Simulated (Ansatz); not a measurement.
Be, DFT, PBE, all-electron PAW with datasets made for the crystal, scalar-relativistic (Ansatz 0.2.0), run on 1 thread of Arm Neoverse V1 on a shared host.

The cell comes from COD entry 9012017, which wasn't checked; take it as a given geometry. It was measured hot, at 658 K. The listed cell was then made from it by scaling, straining or moving an atom.

Command: `ansatz run input.yaml --threads 1 --pin off --max-ram 2048MiB --backend cpu --events-out ev --progress --plain --runs-dir out`

```yaml
crystal:
  lattice:
    - [2.268423824, 0.0, 0.0]
    - [-1.1342119121, 1.9645126582, 0.0]
    - [0.0, 0.0, 3.5522332234]
  atoms:
    - { symbol: Be, position: [0.3333333333, 0.6666666667, 0.25] }
    - { symbol: Be, position: [0.6666666667, 0.3333333333, 0.75] }
kpoints:
  mp_grid: { grid: [20, 20, 11] }
scf:
  occupations: { method: fermi_dirac, width: 0.05 }
hamiltonian:
  xc: pbe
  pseudopotentials: { kind: all_electron, datasets: crystal }
output:
  forces: true
  stress: true
  eigenvalues: true
  efg: { contact_densities: true }
```

(1) How large is the problem that the program sets up?

(2) Estimate the wall time and the peak memory.

(3) And the same cell and mesh by all-electron LAPW, asked for forces, stress, eigenvalues, on the same hardware?

Answers

(1) 264 irreducible k-points, 111 plane waves at Γ, 7 bands.

(2) 5.3 s of wall time for 5 SCF iterations, with a peak of 0.3 GiB. Times on shared machines scatter by tens of per cent.

(3) 6 s, peak memory 0.24 GiB.
